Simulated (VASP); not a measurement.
## TiN: band structure with HF

TiN:

```
CELL_PARAMETERS angstrom
0.00000 2.10310 2.10310
2.10310 0.00000 2.10310
2.10310 2.10310 0.00000
ATOMIC_POSITIONS crystal
Ti 0.00000 0.00000 0.00000
N 0.50000 0.50000 0.50000
```

```json
{"Program": "VASP 6.6.1", "Task": "band structure", "Functional": "HF", "Potentials or basis": "VASP PAW PBE potentials, release 64 (Ti_sv, N)", "Cutoff": "520 eV", "k mesh": "8 × 8 × 8", "Occupations": "gaussian, width 0.02 eV", "Spin": "no spin polarisation", "Grid for exact exchange (PRECFOCK)": "Fast", "Exchange at q = 0": "truncated", "Further INCAR settings": "ALGO = Normal; EDIFF = 1e-07"}
```

- Pressure: 6.7 GPa
- Band gap along the path: none (metal or under the smearing width)

Levels at the corners of the path, in eV from the Fermi level:
```tsv
point	band 6	band 7	band 8	band 9	band 10	band 11	band 12
Γ	-8.37	-8.37	-8.37	-2.95	-2.95	-2.95	3.15
X	-14.37	-10.44	-10.44	-7.47	4.97	6.14	6.14
X	-14.37	-10.44	-10.44	-7.47	4.97	6.14	6.14
W	-13.61	-13.61	-13.18	2.69	2.69	6.11	7.38
W	-13.61	-13.61	-13.18	2.69	2.69	6.11	7.35
K	-14.08	-13.98	-11.80	-2.10	5.43	5.77	7.88
K	-14.08	-13.98	-11.80	-2.10	5.43	5.77	7.80
Γ	-8.37	-8.37	-8.37	-2.95	-2.95	-2.95	3.15
Γ	-8.37	-8.37	-8.37	-2.95	-2.95	-2.95	3.15
L	-17.39	-13.12	-13.12	4.91	4.91	5.62	8.02
L	-17.39	-13.12	-13.12	4.91	4.91	5.62	8.02
U	-14.08	-13.98	-11.80	-2.10	5.43	5.77	7.89
U	-14.08	-13.98	-11.80	-2.10	5.43	5.77	7.78
W	-13.61	-13.61	-13.18	2.69	2.69	6.11	7.43
W	-13.61	-13.61	-13.18	2.69	2.69	6.11	7.36
L	-17.39	-13.12	-13.12	4.91	4.91	5.62	8.02
L	-17.39	-13.12	-13.12	4.91	4.91	5.62	8.02
K	-14.08	-13.98	-11.80	-2.10	5.43	5.77	7.87
U	-14.08	-13.98	-11.80	-2.10	5.43	5.77	7.83
X	-14.37	-10.44	-10.44	-7.47	4.98	6.14	6.16
```

It took 85 min on 4 MPI ranks on Intel(R) Xeon(R) Platinum 8488C (Sapphire Rapids), with other jobs on the host, peak memory 0.21 GiB a rank.

Caveat: the PAW data sets were made with another functional, which shifts forces and pressure a little.
